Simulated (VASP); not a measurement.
# BeTe in VASP 6.6.1, single-point calculation

INCAR

```
LCHARG = .FALSE.
LREAL = Auto
IBRION = -1
NSW = 0
EDIFF = 1E-7
ENCUT = 520
ISMEAR = -1
SIGMA = 0.02
ISIF = 2
PREC = Accurate
NELM = 120
GGA = PE
LWAVE = .FALSE.
NBANDS = 28
LASPH = .TRUE.
```

KPOINTS

```
KPOINTS created by Atomic Simulation Environment
0
Gamma
8 8 8
0 0 0
```

POSCAR

```
Be Te
 1.0000000000000000
    -0.0000000000000000    2.8286236223570662    2.8286236223570662
     2.8286236223570662    0.0000000000000000    2.8286236223570662
     2.8286236223570662    2.8286236223570662    0.0000000000000000
 Be  Te
   1   1
Cartesian
  0.0000000000000000  0.0000000000000000  0.0000000000000000
  1.4143118111785331  1.4143118111785331  1.4143118111785331
```

The recommended PBE PAW datasets give the neutral cell 8 valence electrons.

Command

```
mpirun -np 1 vasp_std
```

OSZICAR

```
N       E                     dE             d eps       ncg     rms          rms(c)
DAV:   1     0.222479771292E+02    0.22248E+02   -0.27929E+03  1624   0.228E+02
DAV:   2    -0.673105826028E+01   -0.28979E+02   -0.27657E+02  2040   0.592E+01
DAV:   3    -0.773997109244E+01   -0.10089E+01   -0.10026E+01  2056   0.948E+00
DAV:   4    -0.774792271286E+01   -0.79516E-02   -0.79492E-02  1980   0.920E-01
DAV:   5    -0.774802766682E+01   -0.10495E-03   -0.10495E-03  2040   0.111E-01    0.404E+00
DAV:   6    -0.765271289405E+01    0.95315E-01   -0.83035E-02  2052   0.526E-01    0.240E+00
DAV:   7    -0.762356744737E+01    0.29145E-01   -0.68488E-02  1996   0.539E-01    0.481E-01
DAV:   8    -0.762454613272E+01   -0.97869E-03   -0.47041E-03  1968   0.197E-01    0.787E-02
DAV:   9    -0.762479978003E+01   -0.25365E-03   -0.31924E-04  1904   0.463E-02    0.458E-02
DAV:  10    -0.762486324202E+01   -0.63462E-04   -0.49852E-05  1924   0.182E-02    0.162E-02
DAV:  11    -0.762486698279E+01   -0.37408E-05   -0.33073E-06  2012   0.483E-03    0.856E-03
DAV:  12    -0.762486928896E+01   -0.23062E-05   -0.30269E-06  1844   0.460E-03    0.213E-03
DAV:  13    -0.762486934349E+01   -0.54537E-07   -0.43368E-08  1968   0.627E-04
   1 F= -.76248693E+01 E0= -.76248693E+01  d E =-.324442E-13
```

From OUTCAR

```
k-points           NKPTS =     29   k-points in BZ     NKDIM =     29   number of bands    NBANDS=     28

   NELECT =       8.0000    total number of electrons

   dimension x,y,z NGX =    30 NGY =   30 NGZ =   30
   dimension x,y,z NGXF=    60 NGYF=   60 NGZF=   60

  energy-cutoff  :      520.00
  volume of cell :       45.26
      direct lattice vectors                 reciprocal lattice vectors
     0.000000000  2.828623622  2.828623622    -0.176764415  0.176764415  0.176764415
     2.828623622  0.000000000  2.828623622     0.176764415 -0.176764415  0.176764415
     2.828623622  2.828623622  0.000000000     0.176764415  0.176764415 -0.176764415

 k-points in reciprocal lattice and weights: KPOINTS created by Atomic Simulation Env
   0.00000000  0.00000000  0.00000000       0.002
   0.12500000  0.00000000  0.00000000       0.016
   0.25000000  0.00000000  0.00000000       0.016
   0.37500000  0.00000000  0.00000000       0.016
   0.50000000  0.00000000  0.00000000       0.008
   0.12500000  0.12500000  0.00000000       0.012
   0.25000000  0.12500000  0.00000000       0.047
   0.37500000  0.12500000  0.00000000       0.047
   ...

 E-fermi :   5.4669

 k-point     1 :       0.0000    0.0000    0.0000
  band No.  band energies     occupation
      1      -7.2628      2.00000
      2       4.9470      2.00000
      3       4.9470      2.00000
      4       4.9470      2.00000
      5       8.5678      0.00000
      6       8.5678      0.00000
      7       8.5678      0.00000
      8       8.6706      0.00000
      9      13.2436      0.00000
     10      15.1638      0.00000
     11      15.1638      0.00000
     12      16.1978      0.00000
     13      16.1978      0.00000
     14      16.1978      0.00000
     15      20.0656      0.00000
     16      27.9430      0.00000
     17      27.9430      0.00000
     18      27.9430      0.00000
     19      29.4301      0.00000
     20      29.4301      0.00000
     21      29.4301      0.00000
     22      30.7237      0.00000
     23      30.7237      0.00000
     24      30.7237      0.00000
     25      31.4701      0.00000
     26      31.4701      0.00000
     27      38.1818      0.00000
     28      38.1818      0.00000

 k-point     2 :       0.1250    0.0000    0.0000
  band No.  band energies     occupation
      1      -7.1180      2.00000
      2       3.6497      2.00000
      3       4.7175      2.00000
      4       4.7175      2.00000
      5       8.4620      0.00000
      6       8.9046      0.00000
      7       8.9046      0.00000
      8       9.9779      0.00000
      9      13.6692      0.00000
     10      14.2524      0.00000
     11      14.2524      0.00000
     12      15.8687      0.00000
     13      17.7529      0.00000
     14      17.7529      0.00000
     15      21.1151      0.00000
     16      26.2167      0.00000
     17      26.2167      0.00000
     18      26.3820      0.00000
     19      28.6799      0.00000
     20      28.6799      0.00000
     21      29.5381      0.00000
     22      31.0873      0.00000
     23      31.0873      0.00000
     24      31.8672      0.00000
     25      33.7580      0.00000
     26      33.7580      0.00000
     27      36.5551      0.00000
     28      36.8076      0.00000

 ...

  Total        0.1041853      0.1041853      0.1041853      0.0000000      0.0000000     -0.0000000
  in kB        3.6877521      3.6877521      3.6877521      0.0000000      0.0000000     -0.0000000
  external PRESSURE =       3.6877521 kB  Pullay stress =       0.0000000 kB

 POSITION                                       TOTAL-FORCE (eV/Angst)
 -----------------------------------------------------------------------------------
      0.00000      0.00000      0.00000         0.000000      0.000000      0.000000
      1.41431      1.41431      1.41431        -0.000000     -0.000000     -0.000000
 -----------------------------------------------------------------------------------
    total drift:                                0.000000      0.000000      0.000000

  FREE ENERGIE OF THE ION-ELECTRON SYSTEM (eV)
  ---------------------------------------------------
  free  energy   TOTEN  =        -7.6248693435 eV

  energy  without entropy=       -7.6248693435  energy(sigma->0) =       -7.62486934
```

It converged. Results: gap between bands v and c on the k mesh 2.01 eV; least direct gap on the k mesh 3.62 eV; pressure 0.4 GPa. Band v is the last that the valence electrons fill when counted band by band, and c is the next.

For comparison, a separate PBE run of the intended cell, on usual settings and not on those above, gives a gap of 2.01 eV on its mesh and a pressure of 0.3 GPa.

The run above took about 45 s on one core of a shared host (Intel Xeon Platinum 8488C) and held 0.16 GiB at most.
